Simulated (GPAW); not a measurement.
# K (Pm-3m) in GPAW: convergence with smearing width (eV)

Aim: find how far smearing width (eV) must go before the results for K settle, at PBE. This setting moves, with any that are tied to it; all else stays.

Program: GPAW 26.7.0. These are calculated values, not measurements. Logs are shortened: lines on timing, memory, paths and dates and some standing lists are left out, and cuts for length are marked. The log counts tension as positive stress, the text compression.

### Step 1. The crystal as given

It takes space group Pm-3m (No. 221, cubic). The conventional cell has a = 4.310 Å, b = 4.310 Å, c = 4.310 Å, α = 90.00°, β = 90.00°, γ = 90.00°. K (site symmetry m-3m) is surrounded by 6 K at 4.31 Å.

This isn't the form of K at room conditions, which is bcc.

### Step 2. With smearing width (eV) 0.5

run.py

```python
from ase.dft.bandgap import bandgap
from ase.io import read, write
from ase.units import GPa
from gpaw import GPAW, PW

atoms = read('K.xyz')

calc = GPAW(mode=PW(600),
            xc='PBE',
            kpts={'size': (6, 6, 6), 'gamma': True},
            occupations={'name': 'methfessel-paxton', 'width': 0.5, 'order': 1},
            nbands=11,
            convergence={'density': 1e-05, 'energy': 1e-05},
            maxiter=100,
            txt='gpaw.txt')
atoms.calc = calc
energy = atoms.get_potential_energy()
forces = atoms.get_forces()
stress = atoms.get_stress()
calc.write('gs.gpw')
write('result.traj', atoms)
print(f'Energy: {energy:.6f} eV')
print('Forces (eV/A):')
print(forces.round(4))
print('Stress (GPa):', (stress / GPa).round(3))
print('Fermi level:', round(calc.get_fermi_level(), 4), 'eV')
print(f'Gap: {bandgap(calc)[0]:.4f} eV, direct: {bandgap(calc, direct=True)[0]:.4f} eV')
```

K.xyz

```xyz
1
Lattice="4.3104394900 0.0000000000 0.0000000000 0.0000000000 4.3104394900 0.0000000000 0.0000000000 0.0000000000 4.3104394900" Properties=species:S:1:pos:R:3 pbc="T T T"
K      0.0000000000      0.0000000000      0.0000000000
```

Potentials or basis: GPAW PAW data sets (gpaw-data 1.2.1), pw.

The run is started by

```bash
OMP_NUM_THREADS=1 python run.py
```

Run time: 5.9 s. Hardware: 1 thread of Arm Neoverse V2, shared host; peak memory 0.15 GiB.

Results:

```
Free energy            : -1.1141 eV
Pressure               : 0.0 GPa
Band gap on the k mesh : none (metal or under the smearing width)
```

### Step 3. With smearing width (eV) 0.3

run.py, as its differences from that of step 2:

```diff
@@ -10,3 +10,3 @@
             kpts={'size': (6, 6, 6), 'gamma': True},
-            occupations={'name': 'methfessel-paxton', 'width': 0.5, 'order': 1},
+            occupations={'name': 'methfessel-paxton', 'width': 0.3, 'order': 1},
             nbands=11,
```

K.xyz is that of step 2.

Potentials or basis: GPAW PAW data sets (gpaw-data 1.2.1), pw.

The run is started by

```bash
OMP_NUM_THREADS=1 python run.py
```

Run time: 5.8 s. Hardware: 1 thread of Arm Neoverse V2, shared host; peak memory 0.15 GiB.

Results:

```
Free energy            : -1.1111 eV
Pressure               : 0.0 GPa
Band gap on the k mesh : none (metal or under the smearing width)
```

### Step 4. With smearing width (eV) 0.2

run.py, as its differences from that of step 3:

```diff
@@ -10,3 +10,3 @@
             kpts={'size': (6, 6, 6), 'gamma': True},
-            occupations={'name': 'methfessel-paxton', 'width': 0.3, 'order': 1},
+            occupations={'name': 'methfessel-paxton', 'width': 0.2, 'order': 1},
             nbands=11,
```

K.xyz is that of step 3.

The run is started by

```bash
OMP_NUM_THREADS=1 python run.py
```

Wall time 5.8 s (1 thread of Arm Neoverse V2, shared host); peak memory 0.15 GiB.

It converged, with:

- Free energy: -1.1094 eV
- Pressure: 0.0 GPa
- Band gap on the k mesh: none (metal or under the smearing width)

### Step 5. With smearing width (eV) 0.15

run.py, as its differences from that of step 4:

```diff
@@ -10,3 +10,3 @@
             kpts={'size': (6, 6, 6), 'gamma': True},
-            occupations={'name': 'methfessel-paxton', 'width': 0.2, 'order': 1},
+            occupations={'name': 'methfessel-paxton', 'width': 0.15, 'order': 1},
             nbands=11,
```

K.xyz is that of step 4.

The run is started by

```bash
OMP_NUM_THREADS=1 python run.py
```

Wall time 5.8 s (1 thread of Arm Neoverse V2, shared host); peak memory 0.15 GiB.

Results (log left out):

```yaml
Free_energy: -1.1088 eV
Pressure: 0.0 GPa
Band_gap_on_the_k_mesh: none (metal or under the smearing width)
```

### Step 6. With smearing width (eV) 0.1

run.py, as its differences from that of step 5:

```diff
@@ -10,3 +10,3 @@
             kpts={'size': (6, 6, 6), 'gamma': True},
-            occupations={'name': 'methfessel-paxton', 'width': 0.15, 'order': 1},
+            occupations={'name': 'methfessel-paxton', 'width': 0.1, 'order': 1},
             nbands=11,
```

K.xyz is that of step 5.

Potentials or basis: GPAW PAW data sets (gpaw-data 1.2.1), pw.

The run is started by

```bash
OMP_NUM_THREADS=1 python run.py
```

Wall time 5.8 s (1 thread of Arm Neoverse V2, shared host); peak memory 0.15 GiB.

Results (log left out):

```
Free energy            : -1.1079 eV
Pressure               : 0.0 GPa
Band gap on the k mesh : none (metal or under the smearing width)
```

### Step 7. With smearing width (eV) 0.05

run.py, as its differences from that of step 6:

```diff
@@ -10,3 +10,3 @@
             kpts={'size': (6, 6, 6), 'gamma': True},
-            occupations={'name': 'methfessel-paxton', 'width': 0.1, 'order': 1},
+            occupations={'name': 'methfessel-paxton', 'width': 0.05, 'order': 1},
             nbands=11,
```

K.xyz is that of step 6.

The run is started by

```bash
OMP_NUM_THREADS=1 python run.py
```

Wall time 5.8 s (1 thread of Arm Neoverse V2, shared host); peak memory 0.15 GiB.

It converged, with:

```
Free energy            : -1.1065 eV
Pressure               : 0.0 GPa
Band gap on the k mesh : none (metal or under the smearing width)
```

### Step 8. With smearing width (eV) 0.025

run.py, as its differences from that of step 7:

```diff
@@ -10,3 +10,3 @@
             kpts={'size': (6, 6, 6), 'gamma': True},
-            occupations={'name': 'methfessel-paxton', 'width': 0.05, 'order': 1},
+            occupations={'name': 'methfessel-paxton', 'width': 0.025, 'order': 1},
             nbands=11,
```

K.xyz is that of step 7.

The run is started by

```bash
OMP_NUM_THREADS=1 python run.py
```

It took 5.8 s on 1 thread of Arm Neoverse V2, shared host; peak memory 0.15 GiB.

It converged, with:

| Item | Value |
| --- | --- |
| Free energy | -1.1058 eV |
| Pressure | 0.0 GPa |
| Band gap on the k mesh | none (metal or under the smearing width) |

### Step 9. With smearing width (eV) 0.01

run.py, as its differences from that of step 8:

```diff
@@ -10,3 +10,3 @@
             kpts={'size': (6, 6, 6), 'gamma': True},
-            occupations={'name': 'methfessel-paxton', 'width': 0.025, 'order': 1},
+            occupations={'name': 'methfessel-paxton', 'width': 0.01, 'order': 1},
             nbands=11,
```

K.xyz is that of step 8.

Potentials or basis: GPAW PAW data sets (gpaw-data 1.2.1), pw.

The run is started by

```bash
OMP_NUM_THREADS=1 python run.py
```

gpaw.txt:

```text
__  _  _
 | _ |_)|_||  |
 |__||  | ||/\| - 26.7.0

Input parameters:
  mode=PW(ecut=600.0),
  convergence={'density': 1e-05, 'energy': 1e-05},
  kpts=MonkhorstPack(size=(6, 6, 6), gamma=True),
  maxiter=100,
  nbands=11,
  occupations=Occupations(name='methfessel-paxton', width=0.01, order=1),
  xc=XC(name='PBE')

Diagonalizing LCAO Hamiltonian
Converting LCAO to pw mode
    .----------.
   /|          |
  / |          |
 *  |          |
 |  |          |
 |  .----------.
 | /          /
 |/          /
 K----------*

Atoms  # Å, Bohr magnetons
|   | symbol |        x |        y |        z |    initial magnetic moments |
|---|--------|----------|----------|----------|-----------------------------|
| 0 |      K | 0.000000 | 0.000000 | 0.000000 | ( 0.0000,  0.0000,  0.0000) |

Unit cell  # Å
| periodic |        x |        y |        z |  lengths |    angles |
|----------|----------|----------|----------|----------|-----------|
|      yes | 4.310439 | 0.000000 | 0.000000 | 4.310439 | 90.000000 |
|      yes | 0.000000 | 4.310439 | 0.000000 | 4.310439 | 90.000000 |
|      yes | 0.000000 | 0.000000 | 4.310439 | 4.310439 | 90.000000 |

Number of symmetries: 48
Symmetry operations  # r_c * U_cc + t_c -> r_c
|    | kind |            matrix            |
|----|------|------------------------------|
|  0 |  E   |  1, 0, 0,  0, 1, 0,  0, 0, 1 |
|  1 |  σ   |  1, 0, 0,  0, 1, 0,  0, 0,-1 |
|  2 |  σ   |  1, 0, 0,  0, 0, 1,  0, 1, 0 |
|  3 |  C4  |  1, 0, 0,  0, 0, 1,  0,-1, 0 |
|  4 |  C4  |  1, 0, 0,  0, 0,-1,  0, 1, 0 |
|  5 |  σ   |  1, 0, 0,  0, 0,-1,  0,-1, 0 |
|  6 |  σ   |  1, 0, 0,  0,-1, 0,  0, 0, 1 |
|  7 |  C2  |  1, 0, 0,  0,-1, 0,  0, 0,-1 |
|  8 |  σ   |  0, 1, 0,  1, 0, 0,  0, 0, 1 |
|  9 |  C2  |  0, 1, 0,  1, 0, 0,  0, 0,-1 |
| 10 |  C3  |  0, 1, 0,  0, 0, 1,  1, 0, 0 |
| 11 |  S6  |  0, 1, 0,  0, 0, 1, -1, 0, 0 |
| 12 |  S6  |  0, 1, 0,  0, 0,-1,  1, 0, 0 |
| 13 |  C3  |  0, 1, 0,  0, 0,-1, -1, 0, 0 |
| 14 |  C4  |  0, 1, 0, -1, 0, 0,  0, 0, 1 |
| 15 |  S4  |  0, 1, 0, -1, 0, 0,  0, 0,-1 |
| 16 |  C3  |  0, 0, 1,  1, 0, 0,  0, 1, 0 |
| 17 |  S6  |  0, 0, 1,  1, 0, 0,  0,-1, 0 |
| 18 |  σ   |  0, 0, 1,  0, 1, 0,  1, 0, 0 |
| 19 |  C4  |  0, 0, 1,  0, 1, 0, -1, 0, 0 |
| 20 |  C2  |  0, 0, 1,  0,-1, 0,  1, 0, 0 |
| 21 |  S4  |  0, 0, 1,  0,-1, 0, -1, 0, 0 |
| 22 |  S6  |  0, 0, 1, -1, 0, 0,  0, 1, 0 |
| 23 |  C3  |  0, 0, 1, -1, 0, 0,  0,-1, 0 |
| 24 |  S6  |  0, 0,-1,  1, 0, 0,  0, 1, 0 |
| 25 |  C3  |  0, 0,-1,  1, 0, 0,  0,-1, 0 |
| 26 |  C4  |  0, 0,-1,  0, 1, 0,  1, 0, 0 |
| 27 |  σ   |  0, 0,-1,  0, 1, 0, -1, 0, 0 |
| 28 |  S4  |  0, 0,-1,  0,-1, 0,  1, 0, 0 |
| 29 |  C2  |  0, 0,-1,  0,-1, 0, -1, 0, 0 |
| 30 |  C3  |  0, 0,-1, -1, 0, 0,  0, 1, 0 |
| 31 |  S6  |  0, 0,-1, -1, 0, 0,  0,-1, 0 |
| 32 |  C4  |  0,-1, 0,  1, 0, 0,  0, 0, 1 |
| 33 |  S4  |  0,-1, 0,  1, 0, 0,  0, 0,-1 |
| 34 |  S6  |  0,-1, 0,  0, 0, 1,  1, 0, 0 |
| 35 |  C3  |  0,-1, 0,  0, 0, 1, -1, 0, 0 |
| 36 |  C3  |  0,-1, 0,  0, 0,-1,  1, 0, 0 |
| 37 |  S6  |  0,-1, 0,  0, 0,-1, -1, 0, 0 |
| 38 |  σ   |  0,-1, 0, -1, 0, 0,  0, 0, 1 |
| 39 |  C2  |  0,-1, 0, -1, 0, 0,  0, 0,-1 |
| 40 |  σ   | -1, 0, 0,  0, 1, 0,  0, 0, 1 |
| 41 |  C2  | -1, 0, 0,  0, 1, 0,  0, 0,-1 |
| 42 |  C2  | -1, 0, 0,  0, 0, 1,  0, 1, 0 |
| 43 |  S4  | -1, 0, 0,  0, 0, 1,  0,-1, 0 |
| 44 |  S4  | -1, 0, 0,  0, 0,-1,  0, 1, 0 |
| 45 |  C2  | -1, 0, 0,  0, 0,-1,  0,-1, 0 |
| 46 |  C2  | -1, 0, 0,  0,-1, 0,  0, 0, 1 |
| 47 |  i   | -1, 0, 0,  0,-1, 0,  0, 0,-1 |

BZ-sampling:
  Number of BZ points: 216
  Number of IBZ points: 20

  Monkhorst-Pack size: [6, 6, 6]
  Monkhorst-Pack shift: [0.08333333333333333, 0.08333333333333333, 0.08333333333333333]

K-points  # in reciprocal-cell coordinates
|     |                                coordinates |     weight |
|-----|--------------------------------------------|------------|
|   0 | (  0.00000000,   0.00000000,   0.00000000) | 0.00462963 |
|   1 | (  0.16666667,   0.00000000,   0.00000000) | 0.02777778 |
|   2 | (  0.16666667,   0.16666667,   0.00000000) | 0.05555556 |
|   3 | (  0.16666667,   0.16666667,   0.16666667) | 0.03703704 |
|   4 | (  0.33333333,   0.00000000,   0.00000000) | 0.02777778 |
|   5 | (  0.33333333,   0.16666667,   0.00000000) | 0.11111111 |
|   6 | (  0.33333333,   0.16666667,   0.16666667) | 0.11111111 |
|   7 | (  0.33333333,   0.33333333,   0.00000000) | 0.05555556 |
|   8 | (  0.33333333,   0.33333333,   0.16666667) | 0.11111111 |
|   9 | (  0.33333333,   0.33333333,   0.33333333) | 0.03703704 |
| ... |                                            |            |
|  19 | (  0.50000000,   0.50000000,   0.50000000) | 0.00462963 |

Plane wave coefficients: 2721
Cutoff: 600.0 eV

Spin-components: 1 (collinear spins)
Bands:           11
Projectors:      5
Spin-degeneracy: 2
Datatype:        complex128

Parallelization:
  kpt:    1
  domain: 1
  band:   1

Density:
  Valence electrons: 9.0
  Components: 1
  Grid points: [25 25 25]
  Charge: 0.0  # |e|

Potential:
  Grid points: [25 25 25]

species:
  K:
    name:    Potassium
    Z:       19.0
    valence: 9
    core:    10
    charge:  0.0  # [|e|]
    compensation charges:
      type: gauss
      rc: 0.35  # [Å]
      lmax: 2
    cutoffs:
      filter: 1.91  # [Å]
      core: 1.27  # [Å]
    projectors
    | kind |    occ | energy [eV] | rcut [Å] |
    |------|--------|-------------|----------|
    |   3s |  2.000 |     -35.338 |    1.122 |
    |   4s |  1.000 |      -2.319 |    1.122 |
    |   3p |  6.000 |     -18.813 |    1.106 |
    |    p |        |       8.398 |    1.106 |
    |    d |        |       0.000 |    0.937 |

    Using partial waves for K as LCAO basis

Reference energy: -16382.253218  # eV

eigensolver:
  PPCG
  Converge bands: occupied
  niter=2

density mixing:
  MSR1-Mixer
  Pratt-step length: 0.05
  Maximum mixing coefficient: 0.75
  Old densities: 10
  SVD Regularization: 0.005
  Good broyden scale: 1.0
  Trust region scale: 1.0
  Backstep threshold: 4.0
  History deletion threshold: 6.0
  Fourier metric: weight=20.0, sigma=0.015

occupation numbers:
  Methfessel-Paxton:
    width: 0.0100  # eV
    order: 1

poisson solver:
  ecut: 4800.0  # eV

xc functional:
  name: PBE with 2 nearest neighbor stencil

convergence criteria:
- Maximum integral of absolute [dens]ity change: 1e-05 electrons / valence electron
- Maximum [total energy] change in last 3 cyles: 1e-05 eV / valence electron
- Maximum integral of absolute [eigenst]ate change: 4e-08 eV^2 / valence electron
maximum number of iterations: 100

SCF iterations
|iter     | |      energy | eigst |  dens |
|---------|-|-------------|-------|-------|
|iter:   1| |   -1.331931 | +0.06 |       |
|iter:   2| |   -1.303025 | -1.83 | -1.25 |
|iter:   3| |   -1.110822 | -1.38 | -1.29 |
|iter:   4| |   -1.104845 | -2.37 | -1.73 |
|iter:   5| |   -1.105184 | -4.19 | -2.06 |
|iter:   6| |   -1.105190 | -5.83 | -3.29 |
|iter:   7| |   -1.105191c| -7.10 | -3.76 |
|iter:   8| |   -1.105191c| -8.49c| -5.10c|

Converged in 8 steps
Energy contributions relative to reference atoms: (reference = -16382.253218)

Energy contributions:
  Kinetic:          -3.362793
  Coulomb:           3.922109
  Zero:             -0.653146
  External:          0.000000
  Xc:               -1.011152
  Entropy:          -0.000313
  Spinorbit:         0.000000
  ----------------------------
  Free energy:      -1.105295
  Extrapolated:     -1.105191

dipole moment: (-15.724079, -15.724079, -15.724079)  # |e|*Ang

Fermi level: 0.832
Eigenvalues  # (at kpt = [0.000, 0.000, 0.000])
| band index |      eig [eV] | occ [0-2] |
|------------|---------------|-----------|
|          0 |       -31.552 |     2.000 |
|          1 |       -15.027 |     2.000 |
|          2 |       -15.027 |     2.000 |
|          3 |       -15.027 |     2.000 |
|          4 |        -1.278 |     2.000 |
|          5 |         3.651 |     0.000 |
|          6 |         3.651 |     0.000 |
|          7 |         6.796 |     0.000 |
|          8 |         7.025 |     0.000 |
|          9 |         7.063 |     0.000 |
|         10 |         7.067 |     0.000 |

No gap
No difference between direct/indirect transitions

Forces  # eV/Ang
|        x |       y |       z |
|----------|---------|---------|
| -0.00000 | 0.00000 | 0.00000 |  # K    0

Stress tensor  # eV/Ang^3
|        x |        y |        z |
|----------|----------|----------|
| 0.000260 | 0.000000 | 0.000000 |
| 0.000000 | 0.000260 | 0.000000 |
| 0.000000 | 0.000000 | 0.000260 |

# Writing to gs.gpw (mode='')
```

stdout:

```text
Energy: -1.105191 eV
Forces (eV/A):
[[-0.  0.  0.]]
Stress (GPa): [0.042 0.042 0.042 0.    0.    0.   ]
Fermi level: 0.8321 eV
Gap: 0.0000 eV, direct: 0.0000 eV
```

Run time: 5.8 s. Hardware: 1 thread of Arm Neoverse V2, shared host; peak memory 0.15 GiB.

Results:

```
Free energy            : -1.1053 eV
Pressure               : 0.0 GPa
Band gap on the k mesh : none (metal or under the smearing width)
```

### Step 10. Summary

| smearing width (eV) | energy less the tightest run, at zero smearing (meV/atom) | SCF cycles | CPU time (s) | peak memory (GiB) |
| --- | --- | --- | --- | --- |
| 0.5 | -7.70 | 8 | 5.9 | 0.15 |
| 0.3 | -4.03 | 8 | 5.8 | 0.15 |
| 0.2 | -3.31 | 8 | 5.8 | 0.15 |
| 0.15 | -2.88 | 8 | 5.8 | 0.15 |
| 0.1 | -1.97 | 8 | 5.8 | 0.15 |
| 0.05 | -0.84 | 8 | 5.8 | 0.15 |
| 0.025 | -0.31 | 8 | 5.8 | 0.15 |
| 0.01 | 0.00 | 8 | 5.8 | 0.15 |

Against the tightest run, the energy stays within 1 meV/atom from 0.05 on. Narrower smearing needs a denser k mesh, so at a fixed mesh the narrowest width isn't the most accurate. The tightest run that finished is the yardstick and may itself not be fully converged.

Caveats: this smearing can pin the Fermi level at a band edge.
